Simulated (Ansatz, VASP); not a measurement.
One calculation of Mg, two programs

```
CELL_PARAMETERS angstrom
3.14771 0.00000 0.00000
-1.57386 2.72600 0.00000
0.00000 0.00000 5.03963
ATOMIC_POSITIONS crystal
Mg 0.33333 0.66667 0.25000
Mg 0.66667 0.33333 0.75000
```

Alike in both runs: task relaxation of cell and atoms; functional LDA; k mesh 12 × 12 × 6; occupations fermi-dirac, width 0.15 eV; no spin polarisation.

|  | VASP | Ansatz |
| --- | --- | --- |
| version | VASP 6.6.1 | Ansatz 0.2.0 |
| potentials or method | VASP PAW LDA potentials, release 64 (Mg) | scalar-relativistic, plane waves, PAW |
| plane-wave cutoff (eV) | 600 | 420 |
| valence electrons in the cell | 4 | 20 |

```csv
,VASP,Ansatz,Ansatz less VASP
"gap on the k mesh at the Fermi level, each at its own relaxed structure (eV)",none,none,-
relaxed volume (Å³/atom),21.48,21.65,+0.176
relaxed cell length with the largest relative difference (Å),3.134,3.143,+0.0086
```

A gap of «none» marks a metal or a gap that the smearing closes. The two sets of potentials don't hold the same shells in valence. Ansatz warned: «pseudo_functional_mismatch».

LDA usually gives volumes a few per cent too small. Zero-point motion and thermal expansion aren't in these numbers.
